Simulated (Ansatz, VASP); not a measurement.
## One calculation of NbSi2, two programs

```
CELL_PARAMETERS angstrom
4.81239 0.00000 0.00000
-2.40620 4.16766 0.00000
0.00000 0.00000 6.61476
ATOMIC_POSITIONS crystal
Nb 0.50000 0.00000 0.50000
Nb 0.50000 0.50000 0.83333
Nb 0.00000 0.50000 0.16667
Si 0.15923 0.31845 0.50000
Si 0.84077 0.15923 0.83333
Si 0.68155 0.84077 0.16667
Si 0.84077 0.68155 0.50000
Si 0.15923 0.84077 0.83333
Si 0.31845 0.15923 0.16667
```

Alike in both runs: functional PBE; k mesh 12 × 12 × 6; occupations gaussian, width 0.1 eV; no spin polarisation.

Ansatz relaxed the structure, and its values are those at the end. VASP's run is a single point on that final structure, the one shown.

|  | VASP | Ansatz |
| --- | --- | --- |
| version | VASP 6.6.1 | Ansatz 0.2.0 |
| potentials or method | VASP PAW PBE potentials, release 64 (Nb_sv, Si) | scalar-relativistic, plane waves, PAW |
| plane-wave cutoff (eV) | 520 | 420 |
| valence electrons in the cell | 63 | 63 |

Ansatz gave:

* gap on the k mesh at the Fermi level (eV): none
* pressure (GPa): 0.0

What did VASP give for the same quantities?

gap on the k mesh at the Fermi level (eV): none; pressure (GPa): -0.3.

A gap of «none» marks a metal or a gap that the smearing closes. Ansatz warned: «structure_snapped_to_symmetry».
